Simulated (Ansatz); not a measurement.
## Clamped-ion strain scan in V

All numbers below come from DFT PBE, scalar-relativistic, plane waves, PAW in Ansatz. Cutoff 420 eV, Γ-centred 22×22×22 k-points, Gaussian smearing of 0.15 eV. No spin polarisation. Energies are free energies at this smearing, counted from the undisturbed cell; pressure is positive in compression.

The undisturbed cell (as given, not relaxed at this level; it stands at -4.9 GPa):

```
V
1.0
    -1.51300    1.51300    1.51300
     1.51300   -1.51300    1.51300
     1.51300    1.51300   -1.51300
V
1
Direct
  0.00000 0.00000 0.00000
```

The cell is strained by ε times the Voigt pattern (0, 0, 0, 0, 0, 1) (xx, yy, zz, yz, xz, xy; engineering shear) with fractional coordinates fixed. The cell is metallic on the mesh throughout.

| ε | ΔE (meV/atom) | stress summed along the pattern (GPa, tension positive) | pressure (GPa) |
| --- | --- | --- | --- |
| -0.1500 | ? | -4.33 | ? |
| -0.0750 | 4.3 | -1.46 | -4.7 |
| 0.0000 | 0.0 | 0.00 | -4.9 |
| 0.0187 | ? | 0.38 | ? |
| 0.0375 | 1.1 | 0.77 | -4.9 |
| 0.0562 | 2.5 | 1.14 | -4.8 |
| 0.0937 | 6.6 | 1.84 | -4.5 |
| 0.1125 | 9.7 | 2.47 | -4.3 |
| 0.1312 | 13.9 | 3.33 | -4.0 |

By symmetry 0.1500 repeats -0.1500, -0.1125 repeats 0.1125, 0.0750 repeats -0.0750, -0.0375 repeats 0.0375 in energy, with the opposite slope along the path.

Give the withheld values.

ΔE (meV/atom) at ε = -0.1500: 19.6; pressure (GPa) at ε = -0.1500: -3.7; ΔE (meV/atom) at ε = 0.0187: 0.3; pressure (GPa) at ε = 0.0187: -4.9.